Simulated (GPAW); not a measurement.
# TiTe: single point with r2SCAN+U

The system is TiTe.

```
Ti Te
1.0
     0.00000    3.05007    3.05007
     3.05007    0.00000    3.05007
     3.05007    3.05007    0.00000
Ti Te
1 1
Cartesian
  3.0501 3.0501 3.0501
  0.0000 0.0000 0.0000
```

The cell comes from a database or a generator and needn't be the stable form of this composition.

| Item | Value |
| --- | --- |
| Program | GPAW 26.7.0 |
| Task | single point |
| Functional | r2SCAN |
| Potentials or basis | GPAW PAW data sets (gpaw-data 1.2.1) |
| Cutoff | 600 eV |
| Basis | pw |
| k mesh | 8 × 8 × 8 |
| Occupations | fermi-dirac, width 0.05 eV |
| Spin | no spin polarisation |
| Hubbard terms | Ti d U = 6 eV |

- Pressure: -9.6 GPa
- Band gap on the k mesh: none (metal or under the smearing width)

Levels at points of the mesh, in eV from the Fermi level:
| k point | band 6 | band 7 | band 8 | band 9 | band 10 | band 11 | band 12 | band 13 |
| --- | --- | --- | --- | --- | --- | --- | --- | --- |
| (0.00, 0.00, 0.00) | -1.90 | -1.90 | -1.90 | -0.61 | -0.61 | -0.61 | 0.87 | 0.87 |
| (0.50, 0.50, 0.00) | -5.51 | -3.45 | -3.45 | -1.46 | 0.40 | 0.43 | 0.43 | 1.38 |
| (0.50, 0.50, 0.50) | -6.29 | -3.32 | -3.32 | 0.28 | 0.28 | 0.32 | 2.10 | 3.72 |

It took 63 s on 1 thread of Arm Neoverse V1, on a shared host, peak memory 0.29 GiB.

Caveat: the PAW data sets were made with another functional, which shifts forces and pressure a little; U without spin polarisation on a metal has little footing; the U is typed as a test and isn't derived for this compound. Spin-orbit coupling is left out, which matters for the levels of Te.
